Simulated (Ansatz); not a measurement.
Calculated ¹⁷O NMR of the central transition for Ga₂O₃ at a changed volume

Cell: an entry of the Crystallography Open Database (COD), relaxed with PBE at fixed cell and then changed (volume scaled by 0.94, ions relaxed).

```cif
data_Ga2O3
_symmetry_space_group_name_H-M 'C2/m'
_symmetry_Int_Tables_number 12
_cell_length_a 11.9647
_cell_length_b 2.9751
_cell_length_c 5.6797
_cell_angle_alpha 90.000
_cell_angle_beta 103.830
_cell_angle_gamma 90.000
loop_
_atom_site_label
_atom_site_type_symbol
_atom_site_symmetry_multiplicity
_atom_site_Wyckoff_symbol
_atom_site_fract_x
_atom_site_fract_y
_atom_site_fract_z
Ga1 Ga 4 i 0.0930 0.0000 0.7973
Ga3 Ga 4 i 0.6602 0.0000 0.3121
O5 O 4 i 0.1761 0.0000 0.1089
O7 O 4 i 0.1702 0.0000 0.5553
O9 O 4 i 0.4971 0.0000 0.2489
```

One atom of each set is listed; the run and its k-mesh use a cell of 10 atoms with edges of 6.16, 6.16, 5.68 Å.

Computed with Ansatz: DFT, PBE, plane waves and PAW, scalar-relativistic, 420 eV cutoff, Γ-centred 10×10×6 k-points, Fermi–Dirac smearing 0.02 eV.

¹⁷O has I = 5/2 and Q = -25.58 mb (Pyykkö 2018); at 35.2 T its Larmor frequency is ν₀ = 203.3 MHz. Only the quadrupole interaction is simulated: positions count from each site's isotropic chemical shift, and J coupling is left out, as are shift anisotropy and dipolar coupling, which fast spinning averages.

(1) Give C_Q, η, the quadrupolar product P_Q = |C_Q|(1 + η²/3)^½, the second-order isotropic shift and the breadth of the pattern (fast magic-angle spinning) for each O site.

Answers

(1) 

```json
{"site": "O5", "first shell": "3 Ga at 1.81–1.92 Å; also 2 Ga at 3.07 Å", "C_Q (MHz)": "4.47", "η": "0.44", "P_Q (MHz)": "4.61", "δ_QIS (ppm)": "-3.09", "breadth (kHz)": "1.46"}
{"site": "O7", "first shell": "4 Ga at 1.83–2.01 Å; also 1 Ga at 3.30 Å", "C_Q (MHz)": "-2.50", "η": "0.18", "P_Q (MHz)": "2.51", "δ_QIS (ppm)": "-0.916", "breadth (kHz)": "0.419"}
{"site": "O9", "first shell": "3 Ga at 1.82–1.90 Å", "C_Q (MHz)": "6.60", "η": "0.10", "P_Q (MHz)": "6.61", "δ_QIS (ppm)": "-6.35", "breadth (kHz)": "2.85"}
```

δ_QIS = −(ν_Q²/30ν₀²)[I(I+1) − 3/4](1 + η²/3) × 10⁶ ppm with ν_Q = 3|C_Q|/[2I(2I−1)]; it falls as 1/B₀² in ppm, and the breadth as 1/B₀ in kHz.

At O5 and O9 V_zz stands upright on the plane through its three neighbours (within 4°) in each case. At O7 V_zz points along its shortest bond, to Ga (within 5°).

At this changed cell the PBE pressure is 22 GPa.

The relaxation (6 steps) took 34 s of wall time (2 min of CPU time) and 1.1 GiB at its peak, on 4 threads of AMD EPYC 9R14 (Zen 4) (x86_64; 16 cores open to the job, memory cap 8.0 GiB, no GPU), a shared host with a load of 0.2 a core.
